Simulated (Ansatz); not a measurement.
Phases of Ni at 69 GPa

Structure types of Ni are relaxed in primitive cells with their symmetry kept at 69 GPa, first on PAW files, then by LAPW. The enthalpy is E + pV at zero temperature, without zero-point motion. Only the types listed were tried, and differences under about 5 meV/atom are mesh noise.

Computed with Ansatz 0.2.0; functional PBE, scalar-relativistic. Settings: Fermi–Dirac smearing of 0.08 eV, spin-polarised from start moments Ni 1 μB. Methods: LAPW: all electrons, basis error target 0.5 meV/atom; PAW: frozen-core files, cutoff 420 eV.

k meshes: fcc 20×20×20, bcc 21×21×21, hcp 19×19×10, diamond 15×15×15, beta tin 19×19×19, omega 10×10×14.

The magnetic state is the one reached from the start moments; other orders weren't searched.

**Question.** Which type is lowest in enthalpy, and by how much?

**Answer.** fcc, 36 meV/atom below hcp. The whole table:

```
start type             ends as          a, b, c (Å)  V (Å³/atom)  H − H(lowest), LAPW (meV/atom)  same, PAW  moment (μB/atom)
       fcc          fcc, Fm-3m  3.282, 3.282, 3.282         8.84                             0.0        0.0              0.58
       bcc          bcc, Im-3m  2.605, 2.605, 2.605         8.84                           115.0      114.1              0.00
       hcp       hcp, P6_3/mmc  2.318, 2.318, 3.805         8.85                            35.5       35.1              0.57
   diamond      diamond, Fd-3m  4.558, 4.558, 4.558        11.83                          2876.1     2868.9              0.77
  beta tin  beta tin, I4_1/amd  4.107, 4.107, 2.225         9.38                           781.1      778.6              0.00
     omega       omega, P6/mmm  3.721, 3.721, 2.239         8.95                           191.2      190.5              0.49
```

**Question.** Split the lead of fcc over hcp into energy and pV.

**Answer.** For hcp less fcc: ΔE = +30.1 meV/atom, and p·ΔV = 69 GPa × +0.0127 Å³ × 6.242 meV/(GPa·Å³) = +5.5 meV/atom, together 35.6 meV/atom. fcc wins on both counts.
